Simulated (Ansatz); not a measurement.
# Ru(0001) film, 5 layers, adrow N: surface scattering, part 2 of 2

Aim: how much of the in-plane current does the surface defect in Ru(0001) film, 5 layers, adrow N reflect?

Ansatz 0.2.0; Ansatz plane-wave DFT, PBE, PAW files; relaxation of the atoms about the surface defect; PAW set soft_1 (the session's first sound run).

So far. Step 2 (Relaxing about the defect): The largest force component on a free atom ends at 0.026 eV/Å, under the tolerance of 0.03, after 5 steps.

## Step 3: Transmission along the film

The film far from the defect is the lead. The first vector holds vacuum and takes one k-point. Energies from -0.05 to 0.05 eV in steps of 0.05 eV are too few for the program's thermal sum, so it prints no conductance; for a metal the transmission near the Fermi level serves, at a fraction of the cost.

This step: Ansatz plane-wave DFT, PBE, PAW files; ballistic transport by layer matching (Landauer), zero bias; PAW set soft_1 (Ansatz 0.2.0).

input.yaml reads:

```yaml
crystal:
  lattice:
    - [21.70475, 0.0, 0.0]
    - [0.0, 2.7058, 0.0]
    - [0.0, 0.0, 37.492664601]
  atoms:
    - { symbol: Ru, position: [0.2073278891, 0.0, 0.0] }
    - { symbol: Ru, position: [0.2073278891, 0.5, 0.0625] }
    - { symbol: Ru, position: [0.3059675877, 0.0, 0.0416666667] }
    - { symbol: Ru, position: [0.3059675877, 0.5, 0.1041666667] }
    - { symbol: Ru, position: [0.4046072864, 0.0, 0.0] }
    - { symbol: Ru, position: [0.4046072864, 0.5, 0.0625] }
    - { symbol: Ru, position: [0.5032469851, 0.0, 0.0416666667] }
    - { symbol: Ru, position: [0.5032469851, 0.5, 0.1041666667] }
    - { symbol: Ru, position: [0.6018866838, 0.0, 0.0] }
    - { symbol: Ru, position: [0.6018866838, 0.5, 0.0625] }
    - { symbol: Ru, position: [0.2073278891, 0.0, 0.125] }
    - { symbol: Ru, position: [0.2073278891, 0.5, 0.1875] }
    - { symbol: Ru, position: [0.3059675877, 0.0, 0.1666666667] }
    - { symbol: Ru, position: [0.3059675877, 0.5, 0.2291666667] }
    - { symbol: Ru, position: [0.4046072864, 0.0, 0.125] }
    - { symbol: Ru, position: [0.4046072864, 0.5, 0.1875] }
    - { symbol: Ru, position: [0.5032469851, 0.0, 0.1666666667] }
    - { symbol: Ru, position: [0.5032469851, 0.5, 0.2291666667] }
    - { symbol: Ru, position: [0.6018866838, 0.0, 0.125] }
    - { symbol: Ru, position: [0.6018866838, 0.5, 0.1875] }
    - { symbol: Ru, position: [0.2073278891, 0.0, 0.25] }
    - { symbol: Ru, position: [0.2073278891, 0.5, 0.3125] }
    - { symbol: Ru, position: [0.3059675877, 0.0, 0.2916666667] }
    - { symbol: Ru, position: [0.3059675877, 0.5, 0.3541666667] }
    - { symbol: Ru, position: [0.4046072864, 0.0, 0.25] }
    - { symbol: Ru, position: [0.4046072864, 0.5, 0.3125] }
    - { symbol: Ru, position: [0.5032469851, 0.0, 0.2916666667] }
    - { symbol: Ru, position: [0.5052319454, 0.5, 0.3540284808] }
    - { symbol: Ru, position: [0.6018866838, 0.0, 0.25] }
    - { symbol: Ru, position: [0.6018866838, 0.5, 0.3125] }
    - { symbol: Ru, position: [0.2073278891, 0.0, 0.375] }
    - { symbol: Ru, position: [0.2073278891, 0.5, 0.4375] }
    - { symbol: Ru, position: [0.3059675877, 0.0, 0.4166666667] }
    - { symbol: Ru, position: [0.3059675877, 0.5, 0.4791666667] }
    - { symbol: Ru, position: [0.4046072864, 0.0, 0.375] }
    - { symbol: Ru, position: [0.4046072864, 0.5, 0.4375] }
    - { symbol: Ru, position: [0.5054529917, 0.0, 0.4167424404] }
    - { symbol: Ru, position: [0.5049848128, 0.5, 0.4797362668] }
    - { symbol: Ru, position: [0.6011539839, 0.0, 0.374084338] }
    - { symbol: Ru, position: [0.6032839051, 0.5, 0.4345339144] }
    - { symbol: Ru, position: [0.2073278891, 0.0, 0.5] }
    - { symbol: Ru, position: [0.2073278891, 0.5, 0.5625] }
    - { symbol: Ru, position: [0.3059675877, 0.0, 0.5416666667] }
    - { symbol: Ru, position: [0.3059675877, 0.5, 0.6041666667] }
    - { symbol: Ru, position: [0.4046072864, 0.0, 0.5] }
    - { symbol: Ru, position: [0.4046072864, 0.5, 0.5625] }
    - { symbol: Ru, position: [0.5050824549, 0.0, 0.5419732682] }
    - { symbol: Ru, position: [0.5049102047, 0.5, 0.6044898411] }
    - { symbol: Ru, position: [0.605536488, 0.0, 0.5006809883] }
    - { symbol: Ru, position: [0.6006379692, 0.5, 0.5642640037] }
    - { symbol: Ru, position: [0.2073278891, 0.0, 0.625] }
    - { symbol: Ru, position: [0.2073278891, 0.5, 0.6875] }
    - { symbol: Ru, position: [0.3059675877, 0.0, 0.6666666667] }
    - { symbol: Ru, position: [0.3059675877, 0.5, 0.7291666667] }
    - { symbol: Ru, position: [0.4046072864, 0.0, 0.625] }
    - { symbol: Ru, position: [0.4046072864, 0.5, 0.6875] }
    - { symbol: Ru, position: [0.5032469851, 0.0, 0.6666666667] }
    - { symbol: Ru, position: [0.5032469851, 0.5, 0.7291666667] }
    - { symbol: Ru, position: [0.6002131135, 0.0, 0.6255723467] }
    - { symbol: Ru, position: [0.6018866838, 0.5, 0.6875] }
    - { symbol: Ru, position: [0.2073278891, 0.0, 0.75] }
    - { symbol: Ru, position: [0.2073278891, 0.5, 0.8125] }
    - { symbol: Ru, position: [0.3059675877, 0.0, 0.7916666667] }
    - { symbol: Ru, position: [0.3059675877, 0.5, 0.8541666667] }
    - { symbol: Ru, position: [0.4046072864, 0.0, 0.75] }
    - { symbol: Ru, position: [0.4046072864, 0.5, 0.8125] }
    - { symbol: Ru, position: [0.5032469851, 0.0, 0.7916666667] }
    - { symbol: Ru, position: [0.5032469851, 0.5, 0.8541666667] }
    - { symbol: Ru, position: [0.6018866838, 0.0, 0.75] }
    - { symbol: Ru, position: [0.6018866838, 0.5, 0.8125] }
    - { symbol: Ru, position: [0.2073278891, 0.0, 0.875] }
    - { symbol: Ru, position: [0.2073278891, 0.5, 0.9375] }
    - { symbol: Ru, position: [0.3059675877, 0.0, 0.9166666667] }
    - { symbol: Ru, position: [0.3059675877, 0.5, 0.9791666667] }
    - { symbol: Ru, position: [0.4046072864, 0.0, 0.875] }
    - { symbol: Ru, position: [0.4046072864, 0.5, 0.9375] }
    - { symbol: Ru, position: [0.5032469851, 0.0, 0.9166666667] }
    - { symbol: Ru, position: [0.5032469851, 0.5, 0.9791666667] }
    - { symbol: Ru, position: [0.6018866838, 0.0, 0.875] }
    - { symbol: Ru, position: [0.6018866838, 0.5, 0.9375] }
    - { symbol: "N", position: [0.6536629121, 0.5, 0.4761411751] }
kpoints:
  mp_grid: { grid: [1, 12, 1] }
hamiltonian:
  xc: pbe
  pseudopotentials: { kind: paw, azcp: { folder: soft_1 } }
scf:
  occupations: { method: fermi_dirac, width: 0.1 }
output:
  transmission:
    leads: [[0, 10]]
    kmesh: [1, 24]
    e_range: [-0.05, 0.05]
    de: 0.05
  write_potential: true
  write_density: true
  volumetric_format: npy
  elf: true
```

Run with:

```sh
> ansatz run input.yaml --threads 8 --pin off --max-ram 15360MiB --backend cpu --events-out ev --progress --plain --runs-dir out
```

Numbers of over 12 decimals in the logs are rounded to 6 here.

The log of the run:

```text
[...]
Crystal: 81 atoms, lattice volume = 2201.896 Å³
Basis set: ecut = 420 eV, 43297 PW (Γ)
Bands: 771, of which v1, the nominal top of the filled ones, is band 643 counted from 1 (642 counted from 0)
Symmetry: 2 space group operations
[...]
k-points: 7 of 12
[...]
SCF iter   1: F=—  HF=-470703.903028 eV  |F-HF|=—  |Δ(HF+E_count)|=         —  Δρ=8.53e-2  dr2=2.39e2  ethr=3.10e-3  ⟨swp⟩=7.3  Hψ=21986  notcnv=0  defer=15
[...]
SCF iter  12: F=-470650.690711 eV  HF=-470650.690711 eV  |F-HF|=8.79e-9  |Δ(HF+E_count)|=   3.72e-8  Δρ=8.28e-7  dr2=2.45e-8  ethr=7.78e-12  ⟨swp⟩=10.4  Hψ=15425  notcnv=0
SCF 1 converged in 12 iterations: F = -470650.690711 eV  dr2 = 2.45e-8
[...]
transmission: 110 of 1092 steps passed
transmission: 224 of 1092 steps passed
[...]
transmission: 1092 of 1092 steps passed
WARN: The input density's exchange-correlation potential varies sharply where the density is thin. Do not read a vacuum level from v_tot or v_xc, or from such a field of the output density. On a cell that repeats whose density bears no net charge and no dipole along the vacuum's axis use v_es (v_loc + v_h of the components); under efield.dipole_correction with no amplitude use v_es + v_field, which holds any external [...]
SCF converged after 12 iterations
Free energy (F): -470650.690711 eV
[...]
Internal energy: -470647.682111 eV  (E = F + TS)
E sigma→0 (E₀):  -470649.186411 eV
Entropy (-TS):   -3.008601 eV (-37.143 meV/atom)
Fermi energy:    9.045106 eV
[...]
--- Band table (eV; the first three rows and the last of 7) ---
  k-point 0: bands = [... 639 lower, 8.7462, 8.7594, 8.7714, 8.7766, 8.7775, 8.8017, 8.8105, 8.8132, ... 124 higher]
  k-point 1: bands = [... 639 lower, 8.6266, 8.6298, 8.6482, 8.6688, 8.6803, 8.7278, 8.7748, 8.7823, ... 124 higher]
  k-point 2: bands = [... 639 lower, 8.5049, 8.5272, 8.5552, 8.5570, 8.5697, 8.5790, 8.5971, 8.6063, ... 124 higher]
  k-point 6: bands = [... 639 lower, 9.7739, 9.7778, 9.8165, 9.8222, 9.8224, 9.9098, 9.9920, 10.0185, ... 124 higher]
--- Transmission ---
  basis      : 521 plane waves across, 84 finite elements along
  points     : 13, standing for a mesh of 1 x 24
  energies   : 3 from -0.050000 to 0.050000 eV about the Fermi level, 0.050000 eV apart; the leads are filled to 0.000000 eV, and channels, transmission and decay are at 0.000000 eV
  crystal 0  : Ru10, at the sites [0, 10], period 4.6866 Å, over 25.78 Å; its Hamiltonian steps by up to 2.8 meV
    offset         : up to 0.0000 Å between an atom of the period and one for which it stands
    channels       : 6.458333e0 a spin
    conductance    : none, the energies end too early or step too widely for 300 K: set another output.transmission.e_range or a lower de, or, where they end at an eighth of basis.ecutwfc, a higher one
  junction   : crystal 0 to crystal 0, 1.95 to 34.76 Å
    transmission   : 4.739091e0 a spin
[...]
```

Elapsed: 19 min, on 8 threads of Intel Xeon at 2.70GHz, shared host; peak memory 10 GiB.

Numbers from this step:

* free energy: -470650.6907 eV
* energy at zero smearing: -470649.1864 eV
* Fermi energy: 9.045 eV
* cell area: 58.73 Å²
* transmission per spin nearest the Fermi level: 4.739
* open channels per spin nearest the Fermi level: 6.458
* step of the lead's potential: 2.8 meV

Per spin. Transmission, zone mean against energy, zero at the Fermi level:

```csv
energy (eV),"transmission, zone mean"
-0.0500,4.65
0.0000,4.74
0.0500,4.82
```

Per spin. Table of open channels, zone mean, lead by energy, zero at the Fermi level:

```csv
energy (eV),"open channels, zone mean, lead"
-0.0500,6.54
0.0000,6.46
0.0500,6.46
```

Electrostatic potential energy in the ca plane at fractional y = 0.500, with atoms of Ru and N within 0.2 Å of it. With pseudopotentials it is smooth inside the atoms' cores, unlike the true potential.

Ten even steps from '0' (-72 eV) to '9' (14 eV), each cell a mean:
```
99999999999999999999999999999999999999999999
99999999999999999999999999999999999999999999
99999999999999999999999999999999999999999999
99999999999999999999999999999999999999999999
99999999999999999999999999999999999999999999
99999999999999999999999999999999999999999999
99999999999999999999999999999999999999999999
99999999999999999999999877999999999999999999
99999875579999999986567644799998756799999999
99999610027999999840005899999996100279999998
89999976688888999987678888899999766788889999
26999999973002699999997300279999999730027999
57999999986335899999998633589999999863358999
99999853368999999974336899999997433689999999
99999720038999999962004899999986201489999998
78999988888667899998888766799999888876679999
16899999973001699999997200179999999720027999
78999998887557899999888755789999988875578999
99999731148999999962114899999996211589999999
99999742258999999974225899999997323689999999
99999999999999999999999999999999999999999999
99999999999999999999999999999999999999999999
99999999999999999999999999999999999999999999
99999999999999999999999999999999999999999999
```
Columns run along c (16.0 Å, from fractional 0.24 to 0.67 of the cell; values clipped at the 3rd and 97th percentile), rows up along a (21.7 Å). Atoms in or near the plane, at fractional coordinates: Ru at (0.31, 0.21), Ru at (0.35, 0.31), Ru at (0.31, 0.40), Ru at (0.35, 0.51), Ru at (0.31, 0.60), Ru at (0.44, 0.21), Ru at (0.48, 0.31), Ru at (0.44, 0.40), Ru at (0.48, 0.50), Ru at (0.43, 0.60), Ru at (0.56, 0.21), Ru at (0.60, 0.31), Ru at (0.56, 0.40), Ru at (0.60, 0.50) and more.

Valence density in the ca plane at fractional y = 0.500, with atoms of Ru and N within 0.2 Å of it. It is the smooth field of the valence electrons, not physical close to the nuclei.

Ten steps, logarithmic in the rise over the least value, from '0' (0.00 × 1e0 e/Å³) to '9' (9.86 × 1e0 e/Å³), each cell a mean:
```
00000000000000000000000000000000000000000000
00000000000000000000000000000000000000000000
00000000000000000000000000000000000000000000
00000000000000000000000000000000000000000000
00000000000000000000000000000000000000000000
00000000000000000000000000000000000000000000
00000000000000000000000000000000000000000000
00000000000000000000113565420000000000000000
22222356642222222246765677532223566422222222
33323589984333333479996433333235899853333323
33222356644443322235654344332223566544433222
85322333347998532333334799853233333589985323
74322333346786422233334678642223333468864222
33222478864333322347886333332235787633332223
33323589974333322358997433332236899743333223
53222334434665322233443466532223344456643222
86323333347998532333335899853233333589985323
53222333335665322233333566532223333456653222
33223589974333322358997433332235898743333223
22222478863222222357886322222235788632222223
11101111111111110111111111111011111111111101
00000000000000000000000000000000000000000000
00000000000000000000000000000000000000000000
00000000000000000000000000000000000000000000
```
Columns run along c (16.0 Å, from fractional 0.24 to 0.67 of the cell), rows up along a (21.7 Å). Atoms in or near the plane, at fractional coordinates: Ru at (0.31, 0.21), Ru at (0.35, 0.31), Ru at (0.31, 0.40), Ru at (0.35, 0.51), Ru at (0.31, 0.60), Ru at (0.44, 0.21), Ru at (0.48, 0.31), Ru at (0.44, 0.40), Ru at (0.48, 0.50), Ru at (0.43, 0.60), Ru at (0.56, 0.21), Ru at (0.60, 0.31), Ru at (0.56, 0.40), Ru at (0.60, 0.50) and more.

ELF in the ca plane at fractional y = 0.500, with atoms of Ru and N within 0.2 Å of it. It is the smooth field of the valence electrons, not physical close to the nuclei.

Ten even steps from '0' (0.00) to '9' (0.82), each cell a mean:
```
00000000000000000000000000000000000000000000
00000000000000000000000000000000000000000000
00000000000000000000000000000000000000000000
00000000000000000000000000000000000000000000
00000000000000000000000000000000000000000000
00000000000000000000000000000000000000000000
00000000000000000000012454310000000000000000
22222110011222222211138999851000000112222222
43343234433443334334446856842222344323443443
33333476663333333357675333333434766633333333
33222344443333333223443333333333444433333222
64233333336666423333333666643333333366663333
53233333334554323333333455432333333345542333
33332355543333333235554333333323555433333332
33333466663333333246665333333324666533333332
33233333334443223333333444322333333344432233
74333333336666433333333666643333333366663333
42222333334444222333333444322233333344432223
33332366653333333246665333333324666533333332
43443356653344344335665334434434566434443443
33332111112333333211111233333321111123333332
11110000000111111000000011111100000001111110
00000000000000000000000000000000000000000000
00000000000000000000000000000000000000000000
```
Columns run along c (16.0 Å, from fractional 0.24 to 0.67 of the cell), rows up along a (21.7 Å). Atoms in or near the plane, at fractional coordinates: Ru at (0.31, 0.21), Ru at (0.35, 0.31), Ru at (0.31, 0.40), Ru at (0.35, 0.51), Ru at (0.31, 0.60), Ru at (0.44, 0.21), Ru at (0.48, 0.31), Ru at (0.44, 0.40), Ru at (0.48, 0.50), Ru at (0.43, 0.60), Ru at (0.56, 0.21), Ru at (0.60, 0.31), Ru at (0.56, 0.40), Ru at (0.60, 0.50) and more.

Over the solved energies the transmission per spin lies between 4.65 and 4.82, out of 6.49 channels of the lead on average (up to 6.54).

## Step 4: Share that passes

This step: Ansatz plane-wave DFT, PBE, PAW files; ballistic transport by layer matching (Landauer), zero bias; share of the film's channels that pass the defect (the area holds the vacuum); PAW set soft_1 (Ansatz 0.2.0).

This step gave:

- T over the leads' mean channel count: 0.7304

Averaged over the energies near the Fermi level, 73.0 % of the channels pass.

## Step 5: Results

```yaml
share_of_the_film_s_channels_that_pass: 0.730
```

In words: 73 % of the film's channels pass the defect. The film is 5 layers thick, so the defect disturbs a good part of its section. It runs straight across the current without end, so the wavevector along it is kept. Only atoms near the defect are relaxed, while the rest of the face keeps bulk spacings, so part of the reflection may come from that relaxed patch.

[Logs are printed without paths, hosts, clocks, repeated set-up lines and the standing remarks that a program may print on its own settings, such as how far it seeks lower states.]

[Hosts, paths, dates, database ids (printed as entryN), source tags and the programs' standing remarks are cut or masked in the printed files.]
